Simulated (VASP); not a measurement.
A run of VASP 6.6.1 is set up as follows.

The input INCAR:

```
SYSTEM = SiC
ALGO = Fast ; BPARAM = 10.0
CPARAM = 0.0093 ; EDIFF = 1E-7
EDIFFG = -0.01 ; ENCUT = 600
GGA = PE ; IBRION = 2
ISIF = 3 ; ISMEAR = -1
IVDW_NL = 2 ; LASPH = .TRUE.
LCHARG = .FALSE. ; LREAL = .FALSE.
LUSE_VDW = .TRUE. ; LWAVE = .FALSE.
NELM = 100 ; NSW = 40
PREC = Accurate ; SIGMA = 0.05
```

KPOINTS

```
k-points
0
G
  10 10 2
  0 0 0
```

POSCAR

```
SiC
1.0
    3.0950000000      0.0000000000      0.0000000000
   -1.5475000000      2.6803486247      0.0000000000
    0.0000000000      0.0000000000     15.1700000000
Si C
6 6
Direct
    0.6666666667      0.3333333333      0.4583000000
    0.3333333333      0.6666666667      0.9583000000
    0.6666666667      0.3333333333      0.7917000000
    0.3333333333      0.6666666667      0.2917000000
    0.0000000000      0.0000000000      0.6250000000
    0.0000000000      0.0000000000      0.1250000000
    0.6666666667      0.3333333333      0.3333000000
    0.3333333333      0.6666666667      0.8333000000
    0.6666666667      0.3333333333      0.6667000000
    0.3333333333      0.6666666667      0.1667000000
    0.0000000000      0.0000000000      0.5000000000
    0.0000000000      0.0000000000      0.0000000000
```

Potentials or basis: VASP PAW PBE potentials, release 64 (Si, C).

Launch:

```sh
$ cat potpaw_PBE.64/Si/POTCAR potpaw_PBE.64/C/POTCAR > POTCAR
$ mpirun -np 1 vasp_std > vasp.out
```

Problem. Estimate the space group after relaxing (to 0.05 Å).

Solution. P6_3mc (No. 186).

Problem. What does it give for the relaxed volume?

Solution. 10.45 Å³/atom.

Problem. What does it give for the relaxed cell?

Solution. a = 3.090 Å, b = 3.090 Å, c = 15.163 Å, α = 90.00°, β = 90.00°, γ = 120.00°.

Problem. Estimate the band gap on the k mesh.

Solution. 1.99 eV, indirect (least direct gap 3.09 eV).

Step by step:
| step | energy change (eV) | largest force (eV/Å) | pressure (GPa) | volume (Å³) |
| --- | --- | --- | --- | --- |
| 1 | 0.0000 | 0.1422 | -0.73 | 125.85 |
| 2 | 0.0000 | 0.1114 | 0.77 | 124.97 |
| 3 | -0.0019 | 0.0298 | 0.01 | 125.41 |
| 4 | -0.0021 | 0.0076 | 0.04 | 125.39 |

A k mesh can miss the band edges. As with any semilocal functional, this PBE gap is likely too small.
